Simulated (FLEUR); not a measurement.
**BeTe under changes of volume**

One of the cells (21.254 Å³/atom); the others are scaled copies at fixed shape and fractional positions:

```
CELL_PARAMETERS angstrom
0.00000 2.77000 2.77000
2.77000 0.00000 2.77000
2.77000 2.77000 0.00000
ATOMIC_POSITIONS crystal
Te 0.75000 0.75000 0.75000
Be 0.00000 0.00000 0.00000
```

* Program: FLEUR MaX-R8.1 (later development tree)
* Functional: PBEsol
* Potentials or basis: all-electron
* Basis: FLAPW
* Kmax: 4.21 1/bohr
* k mesh: 8 × 8 × 8
* Occupations: fermi-dirac, width 0.05 eV
* Spin: no spin polarisation

```tsv
volume (Å³/atom)	energy over the lowest point (meV/atom)	gap on the mesh (eV)
19.979	41.15	1.58
20.404	24.76	1.64
20.829	12.86	1.69
21.254	?	?
21.679	0.86	1.80
22.104	0.00	1.84
22.529	2.18	1.89
```

Task: What does the run at 21.254 Å³/atom give?

Result: Energy over the lowest point 5.03 meV/atom; gap on the mesh 1.75 eV.

Worked out: A Birch-Murnaghan fit of order 3 (a polynomial in V^(-2/3)) to the other rows has its minimum at 22.00 Å³/atom with B0 = V·E''(V) = 60 GPa and B' = 4.1. It gives 5.02 meV/atom at 21.254 Å³/atom, against the run's 5.03. A straight line through the other rows of the gap, of slope 2.57 eV per unit of ln V, gives 1.74 eV, against the run's 1.75.

Energies are extrapolated to zero smearing.

Caveats: spin-orbit coupling is left out, which moves the levels of the heavy elements.

A mesh can miss the band edges.
